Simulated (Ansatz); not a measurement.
## C: relaxation of cell and atoms with r2SCAN

Crystal: C.

```xyz
8
Lattice="2.5221 0.0000 0.0000 -1.2611 2.1842 0.0000 0.0000 0.0000 8.2371" Properties=species:S:1:pos:R:3 pbc="T T T"
C     1.2611    0.7281    6.9501
C     0.0000    1.4561    2.8315
C     1.2611    0.7281    5.4056
C     0.0000    1.4561    1.2870
C     0.0000    0.0000    7.4649
C     0.0000    0.0000    3.3463
C     0.0000    0.0000    4.8908
C     0.0000    0.0000    0.7722
```

This is a hexagonal form of diamond, not graphite.

* Program: Ansatz 0.2.0
* Task: relaxation of cell and atoms
* Functional: r2SCAN
* Potentials or basis: Ansatz PAW
* Cutoff: 500 eV (not typed: the program's choice for these potentials)
* k mesh: 12 × 12 × 4
* Occupations: fermi-dirac, width 0.05 eV
* Spin: no spin polarisation

```json
{
 "Relaxed volume": "5.65 Å³/atom",
 "Relaxed cell": "a = 2.510 Å, b = 2.510 Å, c = 8.280 Å, α = 90.00°, β = 90.00°, γ = 120.00°",
 "Space group after relaxing (to 0.05 Å)": "P6_3/mmc (No. 194)",
 "Energy gained by relaxing": "2.8 meV/atom",
 "Ionic steps": "6",
 "Pressure after relaxing": "0.0 GPa",
 "Band gap on the k mesh": "4.80 eV, indirect (least direct gap 5.59 eV)"
}
```

Step by step:
| step | energy change (eV) | largest force (eV/Å) | volume (Å³) |
| --- | --- | --- | --- |
| 1 | 0.0000 | 0.3587 | 45.38 |
| 2 | -0.0154 | 0.4070 | 45.25 |
| 3 | -0.0209 | 0.2142 | 45.22 |
| 4 | -0.0226 | 0.0150 | 45.17 |
| 5 | -0.0226 | 0.0018 | 45.17 |
| 6 | -0.0225 | 0.0017 | 45.17 |

Final structure:
```yaml
crystal:
  lattice:
    - [2.50984, 0.00000, 0.00000]
    - [-1.25492, 2.17359, 0.00000]
    - [0.00000, 0.00000, 8.28033]
  atoms:
    - { symbol: C, position: [0.66667, 0.33333, 0.84450] }
    - { symbol: C, position: [0.33333, 0.66667, 0.34450] }
    - { symbol: C, position: [0.66667, 0.33333, 0.65550] }
    - { symbol: C, position: [0.33333, 0.66667, 0.15550] }
    - { symbol: C, position: [0.00000, 0.00000, 0.90707] }
    - { symbol: C, position: [0.00000, 0.00000, 0.40707] }
    - { symbol: C, position: [0.00000, 0.00000, 0.59293] }
    - { symbol: C, position: [0.00000, 0.00000, 0.09293] }
```

Levels at points of the mesh, in eV from the valence-band top:
```tsv
k point	band 14	band 15	band 16	band 17	band 18	band 19
(0.00, 0.00, 0.00)	-0.23	0.00	0.00	5.59	5.59	5.77
(0.00, 0.00, -0.50)	-0.69	-0.69	-0.69	6.41	6.41	6.41
(0.00, -0.50, 0.00)	-4.98	-3.89	-3.16	4.87	5.86	6.35
(0.00, -0.50, -0.50)	-5.01	-3.89	-3.89	5.23	5.23	7.39
```

Run time: 23 s on 4 threads of Intel(R) Xeon(R) Processor @ 2.50GHz (Skylake/Cascade Lake), on a shared host, peak memory 0.52 GiB.

Caveat: the plane-wave basis is chosen anew once the cell has moved, so the energies of steps on either side of that aren't comparable; the PAW data sets come from PBE, with cores solved anew for the run's functional, which leaves a small shift of forces and pressure. A k mesh can miss the band edges.
